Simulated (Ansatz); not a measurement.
Steps from a short run of molecular dynamics on a 2×2×1 supercell (16 atoms) of AlGaAs2 (ordering on rocksalt), relaxed with r2SCAN; forces from PBE in Ansatz 0.2.0, 2×2×4 mesh, Fermi-Dirac smearing of 0.052 eV, a Langevin thermostat at fixed volume, set at 600 K. Classical nuclei, no spin polarisation; a few dozen steps show the first response, not equilibrium. The structure comes from a prototype and may be hypothetical.

Cell vectors in Å:
```
7.4935 0.0000 0.0000
0.0000 7.4935 0.0000
0.0000 0.0000 5.3000
```

Problem. At 4 fs the positions in Å are
```
Al   0.017  -0.005   0.005
As  -0.021   0.012   2.647
Ga   1.888   1.885   2.654
As   1.861   1.876   0.010
Al   0.012   3.724   0.025
As  -0.018   3.753   2.649
Ga   1.863   5.617   2.642
As   1.858   5.614   0.000
Al   3.747   0.013  -0.015
As   3.749   0.002   2.643
Ga   5.620   1.865   2.659
As   5.619   1.864   0.010
Al   3.760   3.753   0.006
As   3.757   3.748   2.628
Ga   5.631   5.632   2.649
As   5.640   5.611   0.001
```
What are the forces, and how far does the free energy (smearing included) lie above that of step 0, with the atoms on their sites?

Solution. 0.4 meV an atom; forces in eV/Å:
```
Al  -0.032   0.006  -0.026
As   0.009   0.055   0.020
Ga  -0.033  -0.020   0.015
As   0.082  -0.015  -0.025
Al  -0.041   0.037  -0.064
As   0.000   0.025   0.052
Ga   0.007   0.007   0.017
As   0.129  -0.002  -0.013
Al  -0.003  -0.057   0.032
As   0.003  -0.028  -0.002
Ga  -0.028   0.038   0.008
As  -0.042  -0.035  -0.023
Al  -0.022  -0.001  -0.062
As   0.057   0.005   0.066
Ga  -0.057  -0.011   0.008
As  -0.031  -0.003  -0.004
```

Problem. At 16 fs the positions in Å are
```
Al   0.025  -0.012   0.023
As  -0.096   0.053   2.643
Ga   1.926   1.926   2.668
As   1.833   1.891   0.044
Al   0.027   3.670   0.089
As  -0.078   3.768   2.650
Ga   1.820   5.608   2.618
As   1.824   5.593  -0.008
Al   3.755   0.068  -0.064
As   3.760  -0.002   2.616
Ga   5.621   1.839   2.679
As   5.626   1.834   0.025
Al   3.793   3.752   0.033
As   3.780   3.764   2.571
Ga   5.674   5.666   2.651
As   5.704   5.594   0.008
```
What are the forces, and how far does the free energy (smearing included) lie above that of step 0, with the atoms on their sites?

Solution. 6.2 meV an atom; forces in eV/Å:
```
Al   0.029   0.018  -0.094
As   0.289   0.113   0.074
Ga  -0.123  -0.096   0.087
As   0.333  -0.151  -0.118
Al  -0.134   0.199  -0.229
As   0.091   0.050   0.182
Ga   0.069   0.032   0.067
As   0.404   0.017  -0.063
Al  -0.092  -0.249   0.116
As  -0.053  -0.130   0.010
Ga  -0.231   0.251   0.027
As  -0.164  -0.018  -0.106
Al  -0.051   0.064  -0.295
As   0.159   0.051   0.333
Ga  -0.310  -0.059   0.023
As  -0.215  -0.093  -0.015
```

Problem. At 18 fs the positions in Å are
```
Al   0.025  -0.013   0.024
As  -0.112   0.061   2.642
Ga   1.928   1.935   2.672
As   1.829   1.895   0.051
Al   0.026   3.662   0.099
As  -0.088   3.770   2.650
Ga   1.815   5.607   2.616
As   1.817   5.593  -0.010
Al   3.758   0.075  -0.067
As   3.759  -0.002   2.611
Ga   5.623   1.834   2.684
As   5.628   1.831   0.026
Al   3.797   3.747   0.038
As   3.782   3.766   2.563
Ga   5.678   5.668   2.650
As   5.713   5.592   0.009
```
What are the forces, and how far does the free energy (smearing included) lie above that of step 0, with the atoms on their sites?

Solution. 8.1 meV an atom; forces in eV/Å:
```
Al   0.045   0.027  -0.100
As   0.378   0.085   0.076
Ga  -0.134  -0.114   0.105
As   0.380  -0.188  -0.143
Al  -0.143   0.241  -0.259
As   0.132   0.043   0.209
Ga   0.079   0.034   0.071
As   0.443   0.013  -0.068
Al  -0.111  -0.273   0.114
As  -0.080  -0.147   0.026
Ga  -0.299   0.313   0.027
As  -0.186  -0.015  -0.117
Al  -0.056   0.085  -0.339
As   0.170   0.062   0.388
Ga  -0.354  -0.059   0.027
As  -0.262  -0.107  -0.017
```

Problem. At 22 fs the positions in Å are
```
Al   0.020  -0.018   0.023
As  -0.140   0.073   2.644
Ga   1.932   1.953   2.681
As   1.823   1.906   0.065
Al   0.023   3.651   0.120
As  -0.105   3.777   2.650
Ga   1.805   5.604   2.613
As   1.803   5.596  -0.015
Al   3.764   0.086  -0.076
As   3.756  -0.001   2.604
Ga   5.626   1.825   2.694
As   5.635   1.826   0.030
Al   3.802   3.740   0.044
As   3.790   3.768   2.551
Ga   5.682   5.676   2.648
As   5.735   5.591   0.008
```
What are the forces, and how far does the free energy (smearing included) lie above that of step 0, with the atoms on their sites?

Solution. 12.3 meV an atom; forces in eV/Å:
```
Al   0.099   0.065  -0.092
As   0.561   0.027   0.061
Ga  -0.153  -0.151   0.132
As   0.451  -0.247  -0.187
Al  -0.148   0.301  -0.324
As   0.209   0.025   0.269
Ga   0.108   0.042   0.072
As   0.529  -0.002  -0.069
Al  -0.151  -0.310   0.123
As  -0.144  -0.180   0.044
Ga  -0.430   0.441   0.027
As  -0.236   0.000  -0.135
Al  -0.065   0.124  -0.409
As   0.185   0.080   0.477
Ga  -0.433  -0.069   0.028
As  -0.383  -0.146  -0.016
```

Problem. At 24 fs the positions in Å are
```
Al   0.018  -0.022   0.019
As  -0.153   0.078   2.644
Ga   1.934   1.962   2.687
As   1.820   1.910   0.070
Al   0.024   3.649   0.128
As  -0.115   3.780   2.649
Ga   1.800   5.602   2.611
As   1.796   5.598  -0.017
Al   3.768   0.090  -0.082
As   3.754  -0.003   2.601
Ga   5.625   1.821   2.699
As   5.640   1.823   0.033
Al   3.804   3.735   0.047
As   3.793   3.770   2.546
Ga   5.683   5.681   2.647
As   5.746   5.590   0.007
```
What are the forces, and how far does the free energy (smearing included) lie above that of step 0, with the atoms on their sites?

Solution. 14.7 meV an atom; forces in eV/Å:
```
Al   0.124   0.094  -0.081
As   0.650   0.002   0.049
Ga  -0.162  -0.168   0.137
As   0.490  -0.278  -0.203
Al  -0.159   0.320  -0.352
As   0.246   0.018   0.296
Ga   0.120   0.045   0.070
As   0.577  -0.010  -0.067
Al  -0.168  -0.322   0.134
As  -0.174  -0.192   0.047
Ga  -0.487   0.497   0.029
As  -0.260   0.010  -0.148
Al  -0.065   0.142  -0.442
As   0.186   0.090   0.518
Ga  -0.469  -0.080   0.025
As  -0.449  -0.169  -0.013
```

Problem. At 34 fs the positions in Å are
```
Al   0.009  -0.039   0.000
As  -0.206   0.100   2.641
Ga   1.945   2.004   2.711
As   1.804   1.924   0.088
Al   0.045   3.653   0.147
As  -0.162   3.791   2.638
Ga   1.779   5.595   2.614
As   1.757   5.610  -0.039
Al   3.771   0.098  -0.087
As   3.748  -0.005   2.588
Ga   5.622   1.813   2.715
As   5.664   1.798   0.044
Al   3.795   3.692   0.044
As   3.803   3.784   2.512
Ga   5.688   5.706   2.647
As   5.775   5.577  -0.011
```
What are the forces, and how far does the free energy (smearing included) lie above that of step 0, with the atoms on their sites?

Solution. 26.7 meV an atom; forces in eV/Å:
```
Al   0.168   0.204  -0.036
As   1.103  -0.119  -0.013
Ga  -0.216  -0.232   0.148
As   0.642  -0.407  -0.270
Al  -0.296   0.362  -0.436
As   0.413  -0.013   0.386
Ga   0.175   0.045   0.021
As   0.793  -0.037  -0.007
Al  -0.191  -0.362   0.119
As  -0.274  -0.206   0.098
Ga  -0.761   0.754   0.046
As  -0.377   0.075  -0.203
Al  -0.012   0.205  -0.568
As   0.156   0.164   0.692
Ga  -0.630  -0.156  -0.007
As  -0.695  -0.279   0.032
```
